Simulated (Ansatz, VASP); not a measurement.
Si: VASP beside Ansatz

```
CELL_PARAMETERS angstrom
0.00000 2.64696 2.64696
2.64696 0.00000 2.64696
2.64696 2.64696 0.00000
ATOMIC_POSITIONS crystal
Si 0.75000 0.75000 0.75000
Si 0.50000 0.50000 0.50000
```

Alike in both runs: functional PBE; dispersion D3(BJ); k mesh 12 × 12 × 12; occupations gaussian, width 0.02 eV; no spin polarisation.

Ansatz relaxed the structure, and its values are those at the end. VASP's run is a single point on that final structure, the one shown.

|  | VASP | Ansatz |
| --- | --- | --- |
| version | VASP 6.6.1 | Ansatz 0.2.0 |
| potentials or method | VASP PAW PBE potentials, release 64 (Si) | scalar-relativistic, plane waves, PAW |
| plane-wave cutoff (eV) | 520 | 420 |
| valence electrons in the cell | 8 | 8 |

|  | VASP | Ansatz | Ansatz less VASP |
| --- | --- | --- | --- |
| gap on the k mesh at the Fermi level (eV) | 0.42 | 0.42 | -0.002 |
| least direct gap on the mesh (eV) | 2.59 | 2.59 | -0.006 |
| pressure (GPa) | 7.6 | 7.7 | +0.09 |

A k mesh can miss the band edges.
